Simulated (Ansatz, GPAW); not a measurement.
Given: the input of a run of GPAW 26.7.0 (ASE script) on Sn. 

Contents of run.py:

```python
from ase import Atoms
from ase.dft.bandgap import bandgap
from ase.io import write
from ase.units import GPa
from gpaw import GPAW, PW

atoms = Atoms(['Sn', 'Sn'],
              cell=[[-2.9401404553, 2.9401404553, 1.5993019889],
                    [2.9401404553, -2.9401404553, 1.5993019889],
                    [2.9401404553, 2.9401404553, -1.5993019889]],
              scaled_positions=[[0.0, 0.0, 0.0],
                                [0.75, 0.25, 0.5]],
              pbc=True)

calc = GPAW(mode=PW(600),
            xc='PBE',
            kpts={'size': (9, 9, 9), 'gamma': True},
            occupations={'name': 'methfessel-paxton', 'order': 0, 'width': 0.025},
            nbands=24,
            convergence={'density': 1e-05, 'energy': 1e-05},
            maxiter=150,
            txt='gpaw.txt')
atoms.calc = calc
energy = atoms.get_potential_energy()
forces = atoms.get_forces()
stress = atoms.get_stress()
calc.write('gs.gpw')
write('result.traj', atoms)
print(f'Energy: {energy:.6f} eV')
print('Forces (eV/A):')
print(forces.round(4))
print('Stress (GPa):', (stress / GPa).round(3))
print('Fermi level:', round(calc.get_fermi_level(), 4), 'eV')
print(f'Gap: {bandgap(calc)[0]:.4f} eV, direct: {bandgap(calc, direct=True)[0]:.4f} eV')
```

Potentials or basis: GPAW PAW data sets (gpaw-data 1.2.1), pw.

Run with:

```sh
$ OMP_NUM_THREADS=1 python run.py
```

Question: Translate it to Ansatz 0.2.0. Potentials or basis there: all-electron LAPW, scalar-relativistic.

Answer: As run (cutoffs and basis follow the program's own potentials, and thresholds, step limits or extra output files can differ):

input.yaml

```yaml
crystal:
  lattice:
    - [-2.9401404553, 2.9401404553, 1.5993019889]
    - [2.9401404553, -2.9401404553, 1.5993019889]
    - [2.9401404553, 2.9401404553, -1.5993019889]
  atoms:
    - { symbol: Sn, position: [0.0, 0.0, 0.0] }
    - { symbol: Sn, position: [0.75, 0.25, 0.5] }
kpoints:
  mp_grid: { grid: [9, 9, 9] }
scf:
  occupations: { method: gaussian, width: 0.025 }
hamiltonian:
  xc: pbe
  pseudopotentials: { kind: all_electron, lapw: { basis_error: 0.001 } }
output:
  forces: true
  stress: true
  eigenvalues: true
```

Potentials or basis: all-electron LAPW, scalar-relativistic.

Launch:

```sh
$ ansatz run input.yaml --threads 1 --pin off --max-ram 3072MiB --backend cpu --events-out ev --progress --plain --runs-dir out
```

Both were run:

|  | GPAW | Ansatz |
| --- | --- | --- |
| Pressure | 1.1 GPa | 1.4 GPa |

Where Ansatz's input types no cutoff or centring, it takes its own default and a Γ-centred mesh.

Pressure is positive in compression.
